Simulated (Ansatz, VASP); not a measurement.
## Si in VASP and in Ansatz

```
CELL_PARAMETERS angstrom
0.00000 2.70358 2.70358
2.70358 0.00000 2.70358
2.70358 2.70358 0.00000
ATOMIC_POSITIONS crystal
Si 0.50000 0.50000 0.50000
Si 0.75000 0.75000 0.75000
```

Alike in both runs: task single point; functional RPBE; dispersion D3(BJ); k mesh 8 × 8 × 8; occupations fermi-dirac, width 0.05 eV; no spin polarisation.

|  | VASP | Ansatz |
| --- | --- | --- |
| version | VASP 6.6.1 | Ansatz 0.2.0 |
| potentials or method | VASP PAW PBE potentials, release 64 (Si) | Ansatz PAW |
| plane-wave cutoff (eV) | 520 | 420 |
| valence electrons in the cell | 8 | 8 |

```tsv
	VASP	Ansatz	Ansatz less VASP
gap on the k mesh at the Fermi level (eV)	0.65	0.65	+0.001
least direct gap on the mesh (eV)	2.57	2.57	-0.002
pressure (GPa)	-5.6	-5.4	+0.25
dispersion energy (meV/atom)	-1212.2	-1212.2	-0.06
```

Caveats: the PAW data sets were made with another functional, which shifts forces and pressure a little (VASP); the PAW data sets come from PBE, with cores solved anew for the run's functional, which leaves a small shift of forces and pressure (Ansatz). A k mesh can miss the band edges.
